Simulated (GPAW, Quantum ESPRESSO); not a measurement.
Given: the input of a run of Quantum ESPRESSO 7.5 (ASE script) on PbSe (Clausthalite). 

run.py

```python
import numpy as np
from ase.calculators.espresso import Espresso, EspressoProfile
from ase import Atoms

atoms = Atoms(['Pb', 'Se'],
              cell=[[0.0, 3.06065, 3.06065], [3.06065, 0.0, 3.06065], [3.06065, 3.06065, 0.0]],
              scaled_positions=[[0.0, 0.0, 0.0], [0.5, 0.5, 0.5]],
              pbc=True)

input_data = {
    'control': {'calculation': 'scf', 'prefix': 'pwscf', 'outdir': './tmp', 'tprnfor': True, 'tstress': True, 'disk_io': 'nowf'},
    'system': {'ecutwfc': 55.0, 'ecutrho': 440.0, 'nbnd': 16, 'occupations': 'smearing', 'smearing': 'fd', 'degauss': 0.00367493},
    'electrons': {'conv_thr': 4e-10, 'electron_maxstep': 120, 'mixing_beta': 0.5},
}
pseudopotentials = {'Se': 'Se_pbe_v1.uspp.F.UPF', 'Pb': 'Pb.pbe-dn-kjpaw_psl.0.2.2.UPF'}
profile = EspressoProfile(command='pw.x', pseudo_dir='pseudo')
dft = Espresso(profile=profile, input_data=input_data, pseudopotentials=pseudopotentials, kpts=(8, 8, 8), koffset=(0, 0, 0))
atoms.calc = dft

print(f'energy {atoms.get_potential_energy():.8f} eV')
print('forces (eV/A)')
print(np.round(atoms.get_forces(), 6))
print('stress (eV/A^3, Voigt)')
print(np.round(atoms.get_stress(), 8))
print(f'Fermi level {dft.get_fermi_level():.4f} eV')
```

Potentials or basis: SSSP 1.3 efficiency PBE.

Run with:

```bash
$ OMP_NUM_THREADS=1 python run.py
```

Q: What does the same run look like in GPAW 26.7.0? Potentials or basis there: GPAW PAW data sets (gpaw-data 1.2.1), cutoff 600 eV.

A: As run (cutoffs and basis follow the program's own potentials, and thresholds, step limits or extra output files can differ):

The input POSCAR:

```
PbSe
1.0
    0.0000000000      3.0606500000      3.0606500000
    3.0606500000      0.0000000000      3.0606500000
    3.0606500000      3.0606500000      0.0000000000
Pb Se
1 1
Direct
    0.0000000000      0.0000000000      0.0000000000
    0.5000000000      0.5000000000      0.5000000000
```

Potentials or basis: GPAW PAW data sets (gpaw-data 1.2.1), pw.

Run with:

```console
$ OMP_NUM_THREADS=1 gpaw run POSCAR -p 'mode=PW(600),xc=PBE,kpts={size:(8,8,8),gamma:True},occupations={name:fermi-dirac,width:0.05},nbands=19,convergence={density:1e-05,energy:1e-05},maxiter=150,txt=gpaw.txt' --properties efs -w gs.gpw
```

Both were run:

|  | Quantum ESPRESSO | GPAW |
| --- | --- | --- |
| Pressure | 2.4 GPa | 2.2 GPa |

Pressure is positive in compression.
